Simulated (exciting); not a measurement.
Write the native input for exciting (release sodium) that does the following.

- Task: single point
- Functional: PBE
- Potentials or basis: all-electron LAPW+lo, shipped species files, valence relativity iora*
- rgkmax: 9
- k mesh: 11 × 11 × 11
- Occupations: gaussian, width 0.011 eV
- Spin: no spin polarisation
- outputlevel: high
- gmaxvr (cutoff of density and potential): 14 1/bohr
- lmaxapw (and lmaxmat): 10
- lmaxvr: 8
- nempty: 12
- Valence relativity: iora*
- epsengy: 1e-05 Ha
- epspot: 1e-05 Ha
- maxscl: 60
- Muffin-tin radii: Ag 2.3 bohr

The system is Ag.

```
Ag
1.0
     0.00000    2.04275    2.04275
     2.04275    0.00000    2.04275
     2.04275    2.04275    0.00000
Ag
1
Direct
  0.00000 0.00000 0.00000
```

One way to write it, as run:

input.xml

```xml
<input>
  <title>Ag</title>
  <structure speciespath="./" tshift="false">
    <crystal scale="1">
      <basevect>0.000000000000 3.860238041079 3.860238041079</basevect>
      <basevect>3.860238041079 0.000000000000 3.860238041079</basevect>
      <basevect>3.860238041079 3.860238041079 0.000000000000</basevect>
    </crystal>
    <species speciesfile="Ag.xml" rmt="2.3">
      <atom coord="0.000000000000 0.000000000000 0.000000000000"/>
    </species>
  </structure>
  <groundstate do="fromscratch" ngridk="11 11 11" rgkmax="9" gmaxvr="14" lmaxapw="10" lmaxmat="10" lmaxvr="8" xctype="GGA_PBE" stype="Gaussian" swidth="0.00040424" nempty="12" ValenceRelativity="iora*" epsengy="1e-05" epspot="1e-05" maxscl="60" tforce="true" outputlevel="high"/>
</input>
```

Potentials or basis: all-electron LAPW+lo, shipped species files, valence relativity iora*.

Launch:

```sh
$ OMP_NUM_THREADS=1 exciting_smp
```

Results of the run:

- Band gap on the k mesh: none (metal or under the smearing width)
- All electrons inside the program's atomic spheres: Ag 45.25 (radii Ag 2.3 bohr)

Wall time 21 s on 1 thread of Arm Neoverse V1 (shared host), peak memory 0.1 GiB.
